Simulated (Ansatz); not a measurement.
# Al: the crystal squeezed far

The task here is to estimate one member of a computed series from the others.

Computed with Ansatz 0.2.0 (DFT PBE, with the methods named in each step, unless a step's input says otherwise).

1 further run of the same task is left out (it didn't finish).

### Starting point

The structure is hexagonal, space group P6_3/mmc (No. 194). The conventional cell has a = 4.193 Å, b = 4.193 Å, c = 5.272 Å, α = 90.00°, β = 90.00°, γ = 120.00°. Al (site symmetry -3m) has 8 Al at 2.64 to 2.76 Å as nearest neighbours. Al (site symmetry -6m2) is surrounded by 6 Al at 2.76 Å.

Coordinates:

```
CELL_PARAMETERS angstrom
4.19298 0.00000 0.00000
-2.09649 3.63122 0.00000
0.00000 0.00000 5.27196
ATOMIC_POSITIONS crystal
Al 0.00000 0.00000 0.00000
Al 0.00000 0.00000 0.50000
Al 0.33333 0.66667 0.25000
Al 0.66667 0.33333 0.75000
```

Whether this phase is the stable one at these pressures isn't tested.

Atoms are numbered in the order of the input: Al1, Al2, Al3, Al4.

Set-up of the first run:

File input.yaml:

```yaml
crystal:
  lattice:
    - [4.1929766563, 0.0, 0.0]
    - [-2.0964883281, 3.6312243018, 0.0]
    - [0.0, 0.0, 5.27195954]
  atoms:
    - { symbol: Al, position: [0.0, 0.0, 0.0] }
    - { symbol: Al, position: [0.0, 0.0, 0.5] }
    - { symbol: Al, position: [0.3333333333, 0.6666666667, 0.25] }
    - { symbol: Al, position: [0.6666666667, 0.3333333333, 0.75] }
kpoints:
  mp_grid: { grid: [10, 10, 7] }
  band_path:
    path:
      - [0.0, 0.0, 0.0]
      - [0.5, 0.0, 0.0]
      - [0.3333333333, 0.3333333333, 0.0]
      - [0.0, 0.0, 0.0]
      - [0.0, 0.0, 0.5]
      - [0.5, 0.0, 0.5]
      - [0.3333333333, 0.3333333333, 0.5]
      - [0.0, 0.0, 0.5]
      - [0.5, 0.0, 0.5]
    npoints: 14
scf:
  occupations: { method: fermi_dirac, width: 0.05 }
hamiltonian:
  xc: pbe
  pseudopotentials: { kind: all_electron, lapw: { basis_error: 0.001 } }
output:
  forces: true
  stress: true
  eigenvalues: true
  populations: true
  dos: { projected: true, de: 0.2, e_range: [-14, 8] }
```

On the command line:

```
ansatz run input.yaml --threads 1 --pin off --max-ram 3072MiB --backend cpu --events-out ev --progress --plain --runs-dir out
```

Steps of the session up to this table: The reference volume, LAPW; Volume scaled by 1, crystal datasets; Volume scaled by 1, norm-conserving; Volume scaled by 0.75, LAPW; Volume scaled by 0.65, LAPW; Volume scaled by 0.65, norm-conserving; Volume scaled by 0.45, LAPW; Volume scaled by 0.4, LAPW; Volume scaled by 0.4, crystal datasets; Volume scaled by 0.4, norm-conserving.

One of the session's tables, all rows but one given; the rest of the session is left out.

| method | volume over the first | volume (Å³/atom) | pressure (GPa) |
| --- | --- | --- | --- |
| LAPW | 1 | 20.067 | -0.03 |
| LAPW | 0.75 | 15.050 | 31.69 |
| LAPW | 0.65 | 13.044 | 62.50 |
| LAPW | 0.45 | 9.030 | 166.26 |
| LAPW | 0.4 | 8.027 | 249.86 |
| PAW | 1 | 20.067 | 0.00 |
| PAW | 0.75 | ? | ? |
| PAW | 0.65 | 13.044 | 62.87 |
| PAW | 0.45 | 9.030 | 167.16 |
| PAW | 0.4 | 8.027 | 251.00 |
| PAW (cutoff 300 eV) | 0.4 | 8.027 | 251.40 |
| crystal datasets | 1 | 20.067 | -0.03 |
| crystal datasets | 0.4 | 8.027 | 249.85 |
| norm-conserving | 1 | 20.067 | -0.03 |
| norm-conserving | 0.65 | 13.044 | 62.19 |
| norm-conserving | 0.4 | 8.027 | 247.40 |

**Question.** Estimate the row for PAW, 0.75.

As computed: volume (Å³/atom): 15.050; pressure (GPa): 31.89.

Caveats from the session: Rows by PAW come from runs of the same series that aren't printed here. A fit over so wide a range leans to the high pressures, so B₀ can be off by several per cent. Warnings in the runs' records: crystal datasets made, cutoff below recommended.
